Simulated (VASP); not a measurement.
Write the native input for VASP 6.6.1 that does the following.

| Property | Result |
| --- | --- |
| Task | relaxation of shape and atoms at fixed volume |
| Functional | PBE |
| Dispersion | D3(BJ) |
| Potentials or basis | VASP PAW PBE potentials, release 64 (Re) |
| Cutoff | 600 eV |
| k mesh | 15 × 15 × 8 |
| Occupations | methfessel-paxton, width 0.1 eV |
| Spin | no spin polarisation |
| Further INCAR settings | ALGO = Normal; EDIFF = 1e-07; IBRION = 2; EDIFFG = -0.01; NSW = 40; ISIF = 4 |

The structure of Re lies in POSCAR:

```
Re                                      
1.0
    2.7537828064      0.0000000000      0.0000000000
   -1.3768914032      2.3848458669      0.0000000000
    0.0000000000      0.0000000000      4.4620961053
  Re            
     2
Direct
     0.3333333332999970    0.6666666667000030    0.2500000000000000
     0.6666666667000030    0.3333333332999970    0.7500000000000000
```

The input as run:

INCAR

```
ALGO = Normal
EDIFF = 1E-7
EDIFFG = -0.01
ENCUT = 600
GGA = PE
IBRION = 2
ISIF = 4
ISMEAR = 1
IVDW = 12
LASPH = True
LCHARG = False
LREAL = False
LWAVE = False
NELM = 80
NSW = 40
PREC = Accurate
SIGMA = 0.1
```

KPOINTS

```
k-points
0
Gamma
  15 15 8
```

Potentials or basis: VASP PAW PBE potentials, release 64 (Re).

The run is started by

```console
$ cat potpaw_PBE.64/Re/POTCAR > POTCAR
$ mpirun -np 1 vasp_std > vasp.out
```

It gave:

```yaml
Pressure_after_relaxing: 0.0 GPa
Band_gap_on_the_k_mesh: none (metal or under the smearing width)
Dispersion_energy_per_atom: -0.658 eV
```

Caveat: the relaxation stopped at its first step, so nothing moved; pairwise dispersion overbinds metals, which lowers pressure and volume.

It took 24 s on 1 thread of Intel(R) Xeon(R) 6975P-C (Granite Rapids), with other jobs on the host, peak memory 0.2 GiB.
